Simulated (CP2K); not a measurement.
Runs of CP2K 2026.2 on Nb. All rows change the cell; the cell of one of them follows. Symmetry: Fmmm, No. 69, orthorhombic system. The conventional cell has a = 3.328 Å, b = 4.612 Å, c = 4.706 Å, α = 90.00°, β = 90.00°, γ = 90.00°. Around Nb (site symmetry mmm) lie 8 Nb at 2.84 to 2.88 Å. 

```tsv
cell	gap on the mesh (eV)	pressure (GPa)
strain_c = -0.02	none	2.4
strain_c = 0.04	none	(b)
strain_c = 0	none	(a)
strain_c = 0.06	none	-9.7
strain_c = -0.04	none	6.1
```

Alike in all rows: task band structure; level PBE; potentials or basis POTENTIAL_UZH Nb GTH-PBE-q13; TZVP-MOLOPT-PBE-GTH basis; no spin polarisation; k mesh 11 × 11 × 11; smearing fermi-dirac 0.05 eV.

Task: Fill in the values left out.

Result: (a) -1.0; (b) -7.2.

Caveats: the basis of atomic orbitals isn't converged, which shifts pressures, moduli and gaps.

A k mesh can miss the band edges, and the runs leave out spin-orbit coupling on Nb.

A gap of «none» marks a metal or a gap under the smearing width.
